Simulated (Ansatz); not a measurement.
Crystal: Sn.

```xyz
1
Lattice="-1.6664 1.7078 2.1828 1.7939 -1.8589 2.3917 1.6937 1.8854 -2.2976" Properties=species:S:1:pos:R:3 pbc="T T T"
Sn    0.0000    0.0000    0.0000
```

This isn't the form of Sn at room conditions, which is tetragonal (white tin).

The cell isn't the ideal one: cell sheared at random, sigma 0.06, atoms nudged by 0.01 Å.

```yaml
Program: Ansatz 0.2.0
Task: relaxation of cell and atoms
Functional: revPBE
Dispersion: D3(BJ)
Potentials_or_basis: Ansatz PAW
Cutoff: "420 eV (not typed: the program's choice for these potentials)"
k_mesh: 10 × 9 × 10
Occupations: fermi-dirac, width 0.05 eV
Spin: no spin polarisation
```

At the start: volume 28.61 Å³/atom.

Problem. Where does the relaxation end?

Solution. It ends after 8 steps and the volume is 26.16 Å³/atom (-8.6 %); space group Fmmm (No. 69, to 0.05 Å).

Step by step:
```csv
step,energy change (eV),largest force (eV/Å),volume (Å³)
1,0.0000,0.0000,28.61
2,-0.0428,0.0000,26.41
3,-0.0475,0.0000,25.65
4,-0.0511,0.0000,26.21
5,-0.0513,0.0000,26.14
6,-0.0513,0.0000,26.16
7,-0.0513,0.0000,26.16
8,-0.0508,0.0000,26.16
```

Final structure:
```xyz
1
Lattice="-1.6816 1.7112 2.2075 1.6933 -1.6881 2.1929 1.7439 1.7486 -2.1871" Properties=species:S:1:pos:R:3 pbc="T T T"
Sn    0.0000    0.0000    0.0000
```

Caveat: the plane-wave basis is chosen anew once the cell has moved, so the energies of steps on either side of that aren't comparable; pairwise dispersion overbinds metals, which lowers pressure and volume; the PAW data sets come from PBE, with cores solved anew for the run's functional, which leaves a small shift of forces and pressure.
